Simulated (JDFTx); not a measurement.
The system is Na.

```
CELL_PARAMETERS angstrom
-2.14100 2.14100 2.14100
2.14100 -2.14100 2.14100
2.14100 2.14100 -2.14100
ATOMIC_POSITIONS crystal
Na 0.00000 0.00000 0.00000
```

```yaml
Program: JDFTx 1.7.0 (patched build)
Task: single point
Functional: PBE
Potentials_or_basis: PseudoDojo-SR-PBE-0.5-standard
Cutoff: 1197 eV
Density_cutoff: 4789 eV
k_mesh: 9 × 9 × 9
Occupations: fermi-dirac, width 0.05 eV
Spin: no spin polarisation
```

On this cell: pressure -0.4 GPa; band gap on the k mesh none (metal or under the smearing width).

The same run follows on a disturbed copy (cell strained at random at fixed volume):

```
Na
1.0
    -2.05761    2.14356    2.19933
     2.10814   -2.08308    2.18937
     2.09200    2.11746   -2.13885
Na
1
Direct
  0.99870 0.99979 0.99469
```

Question: What changes?

Answer: The energy (extrapolated to zero smearing) moves by +1.9 meV/atom; pressure -0.4 GPa; band gap on the k mesh none (metal or under the smearing width).

Stress tensor (GPa, compression positive):
```
-0.38 -0.09 -0.15
-0.09 -0.36 -0.20
-0.15 -0.20 -0.49
```

Caveats: the empty levels aren't tightly converged (some runs).
